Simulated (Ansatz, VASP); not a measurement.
Ti: VASP beside Ansatz

Contents of INCAR:

```
SYSTEM = Ti
PREC     = Accurate       ! precision mode
ENCUT    = 520            ! plane-wave cutoff, eV
EDIFF    = 1E-7           ! SCF threshold, eV
ISMEAR   = -1             ! smearing method
SIGMA    = 0.1            ! smearing width, eV
LREAL    = .False.        ! projectors in reciprocal space
LASPH    = .True.         ! aspherical terms in the spheres
NELM     = 60             ! most SCF steps
ALGO     = Normal         ! electronic algorithm
ISIF     = 2              ! what is computed and relaxed
LWAVE    = .False.        ! write WAVECAR
LCHARG   = .True.         ! write CHGCAR
GGA      = PS             ! functional
LELF     = .True.         ! ELF
LVHAR    = .True.       
NBANDS   = 25             ! bands
```

The input KPOINTS:

```
Automatic mesh
0
Gamma
  8 8 11
  0 0 0
```

Contents of POSCAR:

```
Ti
1.0
    4.6000000000      0.0000000000      0.0000000000
   -2.3000000000      3.9837168574      0.0000000000
    0.0000000000      0.0000000000      2.8200000000
Ti
3
Direct
    0.0000000000      0.0000000000      0.0000000000
    0.3333330000      0.6666670000      0.5000000000
    0.6666670000      0.3333330000      0.5000000000
```

Input for Ansatz:

```yaml
crystal:
  lattice:
    - [4.6, 0.0, 0.0]
    - [-2.299999999999999, 3.983716857408418, 0.0]
    - [0.0, 0.0, 2.82]
  atoms:
    - { symbol: Ti, position: [0.0, 0.0, 0.0] }
    - { symbol: Ti, position: [0.333333, 0.666667, 0.5] }
    - { symbol: Ti, position: [0.666667, 0.333333, 0.5] }
basis:
  ecutwfc: 450.0
kpoints:
  mp_grid:
    grid: [8, 8, 11]
hamiltonian:
  xc: pbesol
scf:
  occupations:
    method: fermi_dirac
    width: 0.1
output:
  forces: true
  stress: true
```

This isn't the form of Ti at room conditions, which is hcp.

Alike in both runs: task single point; functional PBEsol; k mesh 8 × 8 × 11; occupations fermi-dirac, width 0.1 eV; no spin polarisation.

```csv
,VASP,Ansatz
version,VASP 6.6.1,Ansatz 0.2.0
potentials or method,"VASP PAW PBE potentials, release 64 (Ti_sv)","plane waves, PAW"
plane-wave cutoff (eV),520,450
valence electrons in the cell,36,36
```

VASP gave:

| Item | Value |
| --- | --- |
| pressure (GPa) | -5.0 |
| largest component of the traceless stress (GPa) | 1.13 |

Task: Estimate Ansatz's values.

Result: Pressure (GPa): -4.8; largest component of the traceless stress (GPa): 1.13.

Ansatz warned: «structure_snapped_to_symmetry».

Caveats: the PAW data sets were made with another functional, which shifts forces and pressure a little (VASP).
